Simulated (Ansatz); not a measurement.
# TaN: frozen-core PAW against all-electron methods

```xyz
4
Lattice="3.0805 0.0000 0.0000 -1.5403 2.6678 0.0000 0.0000 0.0000 4.9400" Properties=species:S:1:pos:R:3 pbc="T T T"
Ta    0.0000    1.7785    0.0000
Ta    1.5403    0.8893    2.4700
N     0.0000    1.7785    1.9019
N     1.5403    0.8893    4.3719
```

Atom numbers follow the list: Ta1, Ta2, N3, N4.

The cell comes from COD entry 9008876, which wasn't checked; take it as a given geometry. The listed cell was then made from it by scaling, straining or moving an atom.

No spin–orbit coupling, which matters for the heavy atoms here.

Levels of theory: DFT, PBEsol, PAW with Ansatz's default frozen-core files, scalar-relativistic (Ansatz 0.2.0); DFT, PBEsol, all-electron PAW with datasets made for the crystal, scalar-relativistic (Ansatz 0.2.0); DFT, PBEsol, all-electron LAPW, scalar-relativistic (Ansatz 0.2.0).

For PAW: a Γ-centred 9×9×5 k mesh, Fermi–Dirac smearing of 0.01 eV, cutoff 420 eV, no spin polarisation; the PAW files were made with PBE, and the program remakes their frozen cores for this functional. The crystal-made all-electron datasets (AE datasets) take a cutoff of 560 eV at this cell. LAPW targets a basis error of 1 meV/atom. The Ansatz runs share mesh, smearing and spin set-up. Plane-wave (PAW) pressures include the program's estimate of the Pulay term.

Stress and pressure are positive in compression.

The change that made this cell: equal xx and yy strain of +1 %.

Spin–orbit coupling is left out, which moves gradients at and beside heavy atoms by some per cent and at worst by a factor of two.

In a metal, gradients converge slowly with the k mesh: the values move by tens of per cent from one mesh to another, at times in sign, so only the comparison on one mesh counts.

```
                             quantity     PAW  AE datasets    LAPW
                       pressure (GPa)  111.95       109.83  109.83
                      stress xx (GPa)  117.89       115.68  115.68
                      stress zz (GPa)  100.07        98.13   98.14
               force on Ta1, z (eV/Å)   1.694        1.677   1.677
                force on N3, z (eV/Å)  -1.694       -1.677  -1.677
field gradient Vzz at Ta1 (10²¹ V/m²)   11.48        10.65       –
 field gradient Vzz at N3 (10²¹ V/m²)    0.99         0.97       –
```

PAW's pressure differs from the LAPW value by +2.12 GPa.
